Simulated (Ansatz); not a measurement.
Set up this calculation in Ansatz 0.2.0, as the native input.

* Task: single point
* Functional: PBEsol
* Potentials or basis: all-electron LAPW, scalar-relativistic
* Cutoff: 257 eV (chosen from the basis error)
* Basis error allowed: 0.001 eV/atom
* k mesh: 7 × 7 × 7
* Occupations: fermi-dirac, width 0.05 eV
* Spin: no spin polarisation

Sn:

```
Sn
1.0
     0.00000    3.23334    3.23334
     3.23334    0.00000    3.23334
     3.23334    3.23334    0.00000
Sn
2
Direct
  0.75000 0.75000 0.75000
  0.50000 0.50000 0.50000
```

This isn't the form of Sn at room conditions, which is tetragonal (white tin).

One way to write it, as run:

input.yaml

```yaml
crystal:
  lattice:
    - [0.0, 3.2333428, 3.2333428]
    - [3.2333428, 0.0, 3.2333428]
    - [3.2333428, 3.2333428, 0.0]
  atoms:
    - { symbol: Sn, position: [0.75, 0.75, 0.75] }
    - { symbol: Sn, position: [0.5, 0.5, 0.5] }
kpoints:
  mp_grid: { grid: [7, 7, 7] }
scf:
  occupations: { method: fermi_dirac, width: 0.05 }
hamiltonian:
  xc: pbesol
  pseudopotentials: { kind: all_electron, lapw: { basis_error: 0.001 } }
output:
  forces: true
  stress: true
  eigenvalues: true
  populations: true
```

Potentials or basis: all-electron LAPW, scalar-relativistic.

Launch:

```sh
$ ansatz run input.yaml --threads 1 --pin off --max-ram 3072MiB --backend cpu --events-out ev --progress --plain --runs-dir out
```

It gave:

| Item | Value |
| --- | --- |
| Pressure | 1.5 GPa |
| Band gap on the k mesh | none (metal or under the smearing width) |

Run time: 7.8 s on 1 thread of Intel(R) Xeon(R) Platinum 8375C CPU @ 2.90GHz (Ice Lake), with other jobs on the host, peak memory 0.33 GiB.
